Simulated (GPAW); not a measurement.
Crystal: Sb.

```
CELL_PARAMETERS angstrom
0.00000 2.37124 2.37124
2.37124 0.00000 2.37124
2.37124 2.37124 0.00000
ATOMIC_POSITIONS crystal
Sb 0.00000 0.00000 0.00000
```

This isn't the form of Sb at room conditions, which is rhombohedral.

- Program: GPAW 26.7.0
- Task: relaxation of cell and atoms
- Functional: PBEsol
- Potentials or basis: PAW data sets generated in the run's folder for this functional
- Cutoff: 600 eV
- Basis: pw
- k mesh: 10 × 10 × 10
- Occupations: fermi-dirac, width 0.05 eV
- Spin: no spin polarisation

At the start: pressure -1.5 GPa; volume 26.67 Å³/atom.

Question: Where does the relaxation end?

Answer: Over 3 steps the energy falls by 3.0 meV/atom and the volume is 25.99 Å³/atom (-2.6 %); space group Fm-3m (No. 225, to 0.05 Å).

The path:
```csv
step,energy change (eV),largest force (eV/Å),pressure (GPa),volume (Å³)
1,0.0000,0.0000,-1.54,26.67
2,-0.0021,0.0000,-0.90,26.38
3,-0.0030,0.0000,0.02,25.99
```

Final structure:
```cif
data_structure
_symmetry_space_group_name_H-M 'P 1'
_symmetry_Int_Tables_number 1
_cell_length_a 3.3247
_cell_length_b 3.3247
_cell_length_c 3.3247
_cell_angle_alpha 60.000
_cell_angle_beta 60.000
_cell_angle_gamma 60.000
_cell_volume 25.99
loop_
_atom_site_label
_atom_site_type_symbol
_atom_site_fract_x
_atom_site_fract_y
_atom_site_fract_z
_atom_site_occupancy
Sb1 Sb 0.00000 0.00000 0.00000 1
```

Caveat: later steps reuse the first step's grids.
